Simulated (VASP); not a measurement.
## HgTe (Coloradoite): equation of state with PBE

Crystal: HgTe (Coloradoite).

```
CELL_PARAMETERS angstrom
0.00000 3.21450 3.21450
3.21450 0.00000 3.21450
3.21450 3.21450 0.00000
ATOMIC_POSITIONS crystal
Hg 0.00000 0.00000 0.00000
Te 0.75000 0.75000 0.75000
```

```yaml
Program: VASP 6.6.1
Task: equation of state
Functional: PBE
Potentials_or_basis: VASP PAW PBE potentials, release 64 (Hg, Te)
Cutoff: 520 eV
k_mesh: 7 × 7 × 7
Occupations: fermi-dirac, width 0.05 eV
Spin: no spin polarisation
```

- Equilibrium volume: 36.88 Å³/atom (rough: see the caveat)
- Bulk modulus: 34 GPa (rough)

Energy against volume, from the lowest point:
```csv
volume (Å³/atom),energy (meV/atom)
31.223,121.25
31.887,88.20
32.551,61.06
33.215,39.20
33.880,22.06
34.544,9.15
35.208,0.00
```

All runs of the series together: 110 s on 1 thread of Intel(R) Xeon(R) Platinum 8559C (Emerald Rapids), on a shared host.

Caveat: the minimum lies outside the volumes run. The run has no spin-orbit coupling, so splittings on Hg, Te are missing.
